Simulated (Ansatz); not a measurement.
Crystal: AlFe.

```xyz
2
Lattice="2.9100 0.0000 0.0000 0.0000 2.9100 0.0000 0.0000 0.0000 2.9100" Properties=species:S:1:pos:R:3 pbc="T T T"
Fe    1.4550    1.4550    1.4550
Al    0.0000    0.0000    0.0000
```

Base run:

- Program: Ansatz 0.2.0
- Functional: PBEsol
- Potentials or basis: Ansatz PAW
- Cutoff: 420 eV (not typed: the program's choice for these potentials)
- k mesh: 9 × 9 × 9
- Occupations: fermi-dirac, width 0.05 eV
- Spin: no spin polarisation

Its results: band gap on the k mesh none (metal or under the smearing width); pressure -12.3 GPa.

Problem. The run is repeated on the same cell with these changes: spin from no spin polarisation to collinear spin, ferromagnetic start. What comes out?

Solution. Band gap on the k mesh none (metal or under the smearing width); pressure -11.2 GPa; net moment 0.66 μB per cell; site moments Fe +0.70; Al -0.03 μB.

Caveats: the PAW data sets come from PBE, with cores solved anew for the run's functional, which leaves a small shift of forces and pressure.
